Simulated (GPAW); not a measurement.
# A Ge chain with an Au atom bridging one bond: transmission at several levels

Wanted: the zero-bias transmission of a Ge chain with an Au atom bridging one bond on a ladder of levels, with run times.

Program: GPAW 26.7.0. Level of theory: GPAW LCAO, PAW setups; Landauer transmission from Green's functions with principal layers (ASE), zero bias. Values are calculated unless marked as measured.

### 1. The starting structure

The cell holds 11 atoms: 10 Ge and 1 Au. Cell: a = 9.000 Å, b = 9.000 Å, c = 23.700 Å, α = 90.0°, β = 90.0°, γ = 90.0°. Regions: left lead, 5 atoms (5 Ge); channel, 1 atom (1 Au); right lead, 5 atoms (5 Ge). Vacuum lies along a and b. The structure is stacked, and the current runs, along c.

### 2. Double-zeta polarised basis

Localised orbitals split the wire into layers that couple to their neighbours alone, which is what the Green's function method needs; double zeta with polarisation is the usual level for numbers.

run.py reads:

```python
import json
import numpy as np
from ase import Atoms
from ase.transport.calculators import TransportCalculator
from gpaw import GPAW, FermiDirac
from gpaw.lcao.tools import get_lcao_hamiltonian
from scipy.linalg import eigh

# The junction with lead layers at both ends, along the third cell vector
device = Atoms(
    ['Ge', 'Ge', 'Ge', 'Ge', 'Ge', 'Au', 'Ge', 'Ge', 'Ge', 'Ge', 'Ge'],
    positions=[
        [4.50000, 4.50000, 1.17500],
        [4.50000, 4.50000, 3.52500],
        [4.50000, 4.50000, 5.87500],
        [4.50000, 4.50000, 8.22500],
        [4.50000, 4.50000, 10.57500],
        [6.56547, 4.50000, 11.85000],
        [4.50000, 4.50000, 13.12500],
        [4.50000, 4.50000, 15.47500],
        [4.50000, 4.50000, 17.82500],
        [4.50000, 4.50000, 20.17500],
        [4.50000, 4.50000, 22.52500]],
    cell=[[9.0, 0.0, 0.0], [0.0, 9.0, 0.0], [0.0, 0.0, 23.7]],
    pbc=True)

# One principal layer of the lead: the first 3 atoms of the device
lead = Atoms(
    ['Ge', 'Ge', 'Ge'],
    positions=[
        [4.50000, 4.50000, 1.17500],
        [4.50000, 4.50000, 3.52500],
        [4.50000, 4.50000, 5.87500]],
    cell=[[9.0, 0.0, 0.0], [0.0, 9.0, 0.0], [0.0, 0.0, 7.05]],
    pbc=True)

settings = dict(mode='lcao', basis='dzp', xc='PBE', h=0.2,
                occupations=FermiDirac(0.1), maxiter=250,
                mixer=dict(beta=0.1, nmaxold=8, weight=100.0),
                convergence=dict(density=0.0001))
energies = np.arange(-2, 2 + 1e-9, 0.05)
eta = 0.0001
n1, n2 = 1, 1
# k and -k transmit alike, so half of the mesh across the current serves
mesh = [(i, j) for i in range(n1) for j in range(n2) if (i, j) <= (-i % n1, -j % n2)]
weights = np.array([1 if (i, j) == (-i % n1, -j % n2) else 2 for i, j in mesh]) / (n1 * n2)

# [... helper functions left out ...]
fermi_lead = ground_state(lead, (1, 1, 16), 'lead.txt')
fermi_device = ground_state(device, (1, 1, 3), 'device.txt')
# [... loop over the mesh left out, but for ...]
        # Shift the lead onto the potential of the device's first layer
        shift = ((H[:, 0, 0] - H0[:, 0, 0]) / S0[0, 0]).real.mean()
# [...]
kT = 8.617333e-5 * 77
bias = [0.1, 0.2, 0.5, 1.0, 1.5, 2.0]
# [... integrals and printing left out ...]
```

The run is started by

```bash
> OMP_NUM_THREADS=1 OPENBLAS_NUM_THREADS=1 python run.py
```

Planned after this: single-zeta polarised basis; GPAW, sz: basis = "sz(dzp)"; revPBE in the dzp basis: xc = "revPBE"; all levels side by side; comparison; mixing 0.25; A second varied run. Settings of the main run: DZP basis, PBE, grid spacing 0.2 Å, smearing width 0.1 eV, energies (-2, 2, 0.05) eV, broadening 0.0001 eV, 1×1×3 SCF mesh, 16 k-points along the leads, period 7.05 Å, temperature 77 K, bias (0.1, 0.2, 0.5, 1, 1.5, 2) V.

Before running: what should come out for the conductance; and transmission at the Fermi level, mean of the spins?

Current over bias at the lowest bias computed gives the conductance there: 194 μS, or 2.50 G₀ with G₀ = 2e²/h = 77.5 μS. In the dzp basis the junction conducts 2.50 G₀ at 77 K, with T = 2.50 a spin at the Fermi level; the sz basis reaches that conductance within 10 %. At the Fermi level the three most open eigenchannels pass 0.98, 0.93 and 0.59.

| Item | Value |
| --- | --- |
| conductance | 2.50 G₀ |
| transmission at the Fermi level, mean of the spins | 2.50 |
| thermopower | about 0 (under 1.5 μV/K) |

Measured against the first run (dzp), the nearest curve is that of dzp-revPBE (r.m.s. 0.0086) and the farthest that of szp (0.14). Over the compared runs wall time goes from 15 s (sz) to 23 s (dzp), on a shared host. The geometry was built from estimated bond lengths and not relaxed, so the numbers describe this model structure. The run had no spin polarisation, so a magnetic state, which chains and small molecules with open shells often have, wasn't tested. Spin-orbit coupling is left out, which matters for the heavy atoms here. An evenly spaced straight chain is an idealisation: free chains tend to dimerise, zigzag or, where a band edge lies near the Fermi level, turn magnetic. The currents use the zero-bias T(E) throughout, which holds only while the bias is small against the distance to the nearest feature. The energy step is wider than the thermal energy, so the conductance and thermopower rest on interpolation of T(E).

[Long decimals in the printed logs are rounded to 6 places.]

[Logs are printed without paths, hosts, clocks, repeated set-up lines and the standing remarks that a program may print on its own settings, such as how far it seeks lower states.]

[Hosts, paths, dates, database ids (printed as entryN), source tags and the programs' standing remarks are cut or masked in the printed files.]
